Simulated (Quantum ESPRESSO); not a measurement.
**AlN under changes of volume**

One of the cells (10.417 Å³/atom); the others are scaled copies at fixed shape and fractional positions:

```
Al N
1.0
     0.00000    2.18399    2.18399
     2.18399    0.00000    2.18399
     2.18399    2.18399    0.00000
Al N
1 1
Direct
  0.00000 0.00000 0.00000
  0.25000 0.25000 0.25000
```

Measurements of this composition are mostly on another form, of space group No. 186.

- Program: Quantum ESPRESSO 7.5
- Functional: r2SCAN
- Potentials or basis: SG15 PBE 1.2
- Cutoff: 1197 eV
- Density cutoff: 4789 eV
- k mesh: 8 × 8 × 8
- Occupations: fermi-dirac, width 0.05 eV
- Spin: no spin polarisation

| volume (Å³/atom) | energy over the lowest point (meV/atom) | pressure (GPa) | gap on the mesh (eV) |
| --- | --- | --- | --- |
| 9.792 | ? | ? | ? |
| 10.001 | 15.29 | 10.7 | 3.94 |
| 10.209 | 4.57 | 5.8 | 3.93 |
| 10.417 | 0.00 | 1.3 | 3.91 |
| 10.626 | 0.99 | -2.8 | 3.90 |
| 10.834 | 7.03 | -6.5 | 3.88 |
| 11.042 | 17.65 | -9.8 | 3.86 |

What does the run at 9.792 Å³/atom give?

Energy over the lowest point 32.78 meV/atom; pressure 16.2 GPa; gap on the mesh 3.96 eV.

Worked out: A Birch-Murnaghan fit of order 3 (a polynomial in V^(-2/3)) to the other rows has its minimum at 10.48 Å³/atom with B0 = V·E''(V) = 209 GPa and B' = 3.9. It gives 32.87 meV/atom at 9.792 Å³/atom, against the run's 32.78, and -dE/dV = 16.3 GPa, against 16.2. A straight line through the other rows of the gap, of slope -0.807 eV per unit of ln V, extrapolates to 3.96 eV, against the run's 3.96.

Energies are extrapolated to zero smearing.

Caveats: the potentials were made for another functional, which shifts forces and pressure.

A mesh can miss the band edges.
